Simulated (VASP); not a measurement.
The system is Mn.

```
CELL_PARAMETERS angstrom
-1.54050 1.54050 1.54050
1.54050 -1.54050 1.54050
1.54050 1.54050 -1.54050
ATOMIC_POSITIONS crystal
Mn 0.00000 0.00000 0.00000
```

This isn't the form of Mn at room conditions, which is a 58-atom cubic cell.

Base run:

| Quantity | Value |
| --- | --- |
| Program | VASP 6.6.1 |
| Functional | PBE |
| Potentials or basis | VASP PAW PBE potentials, release 64 (Mn_GW) |
| Cutoff | 550 eV |
| k mesh | 12 × 12 × 12 |
| Occupations | gaussian, width 0.1 eV |
| Spin | collinear spin, ferromagnetic start |
| Starting moments | [4.0] μB |

Its results: band gap on the k mesh none (metal or under the smearing width); pressure -34.5 GPa; net moment 1.48 μB per cell; site moments Mn +1.48 μB.

**Question.** The run is repeated on the same cell with these changes: further incar settings from ALGO = Fast; EDIFF = 1.00e-06; NBANDS = 14 to ALGO = Fast; EDIFF = 1e-07. What comes out?

**Answer.** Band gap on the k mesh none (metal or under the smearing width); pressure -10.1 GPa; net moment 3.09 μB per cell; site moments Mn +3.00 μB.

Caveats: a pressure of tens of GPa on the cell as given is suspect, and the run, the potentials or the cell itself is likely at fault (some runs).
